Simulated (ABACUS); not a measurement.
Crystal: Al.

```
Al
1.0
     2.72176    0.00000    0.00000
     0.00000    2.72176    0.00000
     0.00000    0.00000    2.80341
Al
1
Direct
  0.00000 0.00000 0.00000
```

The cell isn't the ideal one: cell strained by +0.03 along c.

A run of ABACUS 3.10.1 on this cell left the log below. Logs are shortened: lines on timing, memory, paths and dates and some standing lists are left out, and cuts for length are marked.

```text
ABACUS v3.10.1

               Atomic-orbital Based Ab-initio Computation at UStc

 ------------------------------------------------------------------------------------

 READING GENERAL INFORMATION
                           global_out_dir = OUT.Al/
                           global_in_card = INPUT
                               pseudo_dir = ./
                              orbital_dir =
                                    DSIZE = 4
                                    GSIZE = 1

 READING UNITCELL INFORMATION
                                    ntype = 1
                  lattice constant (Bohr) = 1.88973
              lattice constant (Angstrom) = 1

 READING ATOM TYPE 1
                               atom label = Al
                      L=0, number of zeta = 1
                      L=1, number of zeta = 1
                      L=2, number of zeta = 1
             number of atom for this type = 1

                        TOTAL ATOM NUMBER = 1
CARTESIAN COORDINATES ( UNIT =       1.889726124600 Bohr ).
    atom                   x                   y                   z     mag                  vx                  vy                  vz
tauc_Al1            0.0000000000        0.0000000000        0.0000000000  0.0000        0.0000000000        0.0000000000        0.0000000000

                          Volume (Bohr^3) = 140.147
                             Volume (A^3) = 20.7676

 Lattice vectors: (Cartesian coordinate: in unit of a_0)
             +2.72176                  +0                  +0
                   +0            +2.72176                  +0
                   +0                  +0            +2.80341
 Reciprocal vectors: (Cartesian coordinate: in unit of 2 pi/a_0)
            +0.367409                  -0                  +0
                   -0           +0.367409                  -0
                   +0                  -0           +0.356708
 The esolver type has been set to : ksdft_pw

[... 196 lines left out ...]
     Energy           Rydberg                 eV
----------------------------------------------------------
 E_KohnSham     -4.6080957517        -62.6963591532
 E_Harris       -4.5977851363        -62.5560760336
 E_Fermi        0.4014158797         5.4615432310
----------------------------------------------------------
[... 39 lines left out ...]
 Density error is 3.1117477984e-09
                          Error Threshold = 1.46823742384e-09
----------------------------------------------------------
     Energy           Rydberg                 eV
----------------------------------------------------------
 E_KohnSham     -4.6081331465        -62.6968679344
 E_KS(sigma->0) -4.6079927422        -62.6949576371
 E_Harris       -4.6081320245        -62.6968526694
 E_band         0.3673270650         4.9977411138
 E_one_elec     2.3495531987         31.9673112558
 E_Hartree      0.0353837193         0.4814201989
 E_xc           -2.0781585201        -28.2747972212
 E_Ewald        -4.9146307358        -66.8669815732
 E_entropy(-TS) -0.0002808084        -0.0038205948
 E_descf        0.0000000000         0.0000000000
 E_exx          0.0000000000         0.0000000000
 E_Fermi        0.3968977060         5.4000703243
----------------------------------------------------------

 charge density convergence is achieved
 final etot is -62.696867934 eV
 EFERMI = 5.4000703243 eV

 STATE ENERGY(eV) AND OCCUPATIONS    NSPIN == 1
 1/10 kpoint (Cartesian) = 0.0000 0.0000 0.0000 (619 pws)
       1       -4.04459     0.00583090
       2        13.0239    3.51513e-69
       3        13.4647    5.21547e-73
       4        13.5000    2.57597e-73
       5        14.6178    5.02818e-83
       6        14.6178    5.02818e-83
[... 33 lines left out ...]
 6/10 kpoint (Cartesian) = 0.10497 0.052487 0.0000 (632 pws)
       1       -2.04574      0.0466472
       2        6.11352    2.96419e-08
       3        11.3500    9.72861e-54
       4        15.1937    4.00641e-87
       5        16.5149        0.00000
       6        20.1155        0.00000

[... levels at 4 further k points ...]

------------------------------------------------------------------------------------------
 TOTAL-FORCE (eV/Angstrom)
------------------------------------------------------------------------------------------
                       Al1         0.0000000000         0.0000000000         0.0000000000
------------------------------------------------------------------------------------------

----------------------------------------------------------------
 TOTAL-STRESS (KBAR)
----------------------------------------------------------------
        -6.2861367455         0.0000000000        -0.0000000000
         0.0000000000        -6.2861367455        -0.0000000000
         0.0000000000         0.0000000000       -43.1058798556
----------------------------------------------------------------
 TOTAL-PRESSURE: -18.559384 KBAR

 --------------------------------------------
 !FINAL_ETOT_IS -62.6968679344439934 eV
 --------------------------------------------
```

**Question.** Write the input and the command behind it.

**Answer.** Single point with PBE, no spin polarisation. The files as run (others can give the same):

INPUT
```
INPUT_PARAMETERS
suffix              Al
calculation         scf
basis_type          pw
pseudo_dir          ./
symmetry            1
dft_functional      pbe
ecutwfc             41
pseudo_rcut         7
nspin               1
nbands              6
ks_solver           dav
smearing_method     fd
smearing_sigma      0.00367493
scf_thr             1e-08
scf_nmax            100
mixing_type         broyden
mixing_beta         0.7
cal_force           1
cal_stress          1
kpar                4
```

STRU
```
ATOMIC_SPECIES
Al 26.9815 Al.upf

LATTICE_CONSTANT
1.8897261246

LATTICE_VECTORS
2.7217600000 0.0000000000 0.0000000000
0.0000000000 2.7217600000 0.0000000000
0.0000000000 0.0000000000 2.8034128000

ATOMIC_POSITIONS
Cartesian

Al
0.0
1
0.0000000000 0.0000000000 0.0000000000 1 1 1
```

KPT
```
K_POINTS
0
Gamma
7 7 7 0 0 0
```

Potentials or basis: PseudoDojo NC SR 0.4.1 PBE standard, plane waves.
The run is started by
```sh
$ OMP_NUM_THREADS=1 mpirun -np 4 abacus > log
```
